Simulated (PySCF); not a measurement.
## acetone: calculation against experiment

**The experiment to reproduce.**

From NIST CCCBDB Release 22 (SRD 101), experimental polarizabilities, for the gas: mean polarisability 6.27 Å³.

CORE65 (Golze, Keller, Rinke, J. Phys. Chem. Lett. 2020, 11, 1840), as tabulated in Jana, Herbert, J. Chem. Phys. 2023, 158, 094111, SI lists, for the gas: O 1s binding energy of O4 537.73 eV; C 1s binding energy of C2 293.88 eV; C 1s binding energy of C1/C3 291.23 eV.

The results are set against them at the end.

Species: acetone, C3H6O.
Atom-mapped SMILES: `[CH3:1][C:2]([CH3:3])=[O:4]` (hydrogens: H5, H6, H7 on C1; H8, H9, H10 on C3)

Geometry (PBE0-D3(BJ)/def2-SVP, Å), atoms numbered from 1 in this order:
```xyz
10
C3H6O angstrom
C     -1.2199   -0.0893   -0.3816
C     -0.1047    0.0301    0.6304
C      1.3013    0.0591    0.0790
O     -0.3249    0.0951    1.8152
H     -1.1520   -1.0590   -0.9010
H     -1.1363    0.6919   -1.1532
H     -2.1898   -0.0145    0.1254
H      2.0224    0.0897    0.9050
H      1.4903   -0.8241   -0.5516
H      1.4381    0.9442   -0.5631
```

Runs made with PySCF (gas phase, on this PBE0-D3(BJ)/def2-SVP geometry; non-relativistic but for the core-level run):

```json
{"level": "wB97X-D/def2-SVPD", "job": "10 singlets by full TDDFT, 4 Tamm–Dancoff triplets, polarisability, ΔSCF ions", "basis functions": "131"}
{"level": "B3LYP/def2-SVPD", "job": "10 singlets by full TDDFT, 4 Tamm–Dancoff triplets, polarisability, ΔSCF ions", "basis functions": "131"}
{"level": "HF/def2-SVPD", "job": "10 singlets by TDHF, 4 Tamm–Dancoff triplets, polarisability, ΔSCF ions", "basis functions": "131"}
{"level": "LDA/def2-SVPD", "job": "10 singlets by full TDDFT, 4 Tamm–Dancoff triplets, polarisability, ΔSCF ions", "basis functions": "131"}
{"level": "PBE/def2-SVPD", "job": "10 singlets by full TDDFT, 4 Tamm–Dancoff triplets, polarisability, ΔSCF ions", "basis functions": "131"}
{"level": "PBE0/def2-SVPD", "job": "10 singlets by full TDDFT, 4 Tamm–Dancoff triplets, polarisability, ΔSCF ions", "basis functions": "131"}
{"level": "delta-SCF UKS SCAN, pcX-2 on the ionised atom, pcseg-1 elsewhere, spin-free X2C", "job": "ΔSCF core ionisation, 3 holes", "basis functions": "117"}
```

## Comparison

**Mean polarisability.** Measured: 6.27 Å³ (NIST CCCBDB Release 22 (SRD 101), experimental polarizabilities).

| level | computed (Å³) | computed − measured (Å³) | % (from the printed values) |
| --- | --- | --- | --- |
| wB97X-D/def2-SVPD | 6.12 | -0.15 | -2 |
| B3LYP/def2-SVPD | 6.24 | -0.03 | 0 |
| HF/def2-SVPD | 5.73 | -0.54 | -9 |
| LDA/def2-SVPD | 6.53 | +0.26 | +4 |
| PBE/def2-SVPD | 6.46 | +0.19 | +3 |
| PBE0/def2-SVPD | 6.16 | -0.11 | -2 |

Closest is B3LYP/def2-SVPD (-0.03 Å³), furthest HF/def2-SVPD (-0.54 Å³); one molecule doesn't rank methods. The computed values are static and purely electronic, with core orbitals frozen in the response (1 au = 0.148185 Å³). The table of measured values doesn't say here whether a value is static or optical, or holds a vibrational part.

**Core binding energies.** Delta-SCF UKS SCAN, pcX-2 on the ionised atom, pcseg-1 elsewhere, spin-free X2C (PySCF 2.14.0).

```json
{"level and atom": "O 1s, O4", "computed (eV)": "537.71", "measured (eV)": "537.73", "computed − measured (eV)": "-0.02"}
{"level and atom": "C 1s, C2", "computed (eV)": "293.56", "measured (eV)": "293.88", "computed − measured (eV)": "-0.32"}
{"level and atom": "C 1s, C1/C3", "computed (eV)": "291.15", "measured (eV)": "291.23", "computed − measured (eV)": "-0.08"}
```

Sources, in the order of the opening: CORE65 (Golze, Keller, Rinke, J. Phys. Chem. Lett. 2020, 11, 1840), as tabulated in Jana, Herbert, J. Chem. Phys. 2023, 158, 094111, SI. Against the first value of each row the mean signed difference is -0.14 eV and the largest in size -0.32 eV. The computed values are vertical, without vibrational structure; measured positions hang on the energy calibration. The first atom of each set that the bonding makes equivalent was ionised and stands for the set. The unrestricted hole states depart most from a pure doublet (⟨S²⟩ = 0.75; over 0.85 named) for C 1s of C2 (0.85), which makes this value less certain.

No measured geometry was used, and the causes of the misses weren't examined.
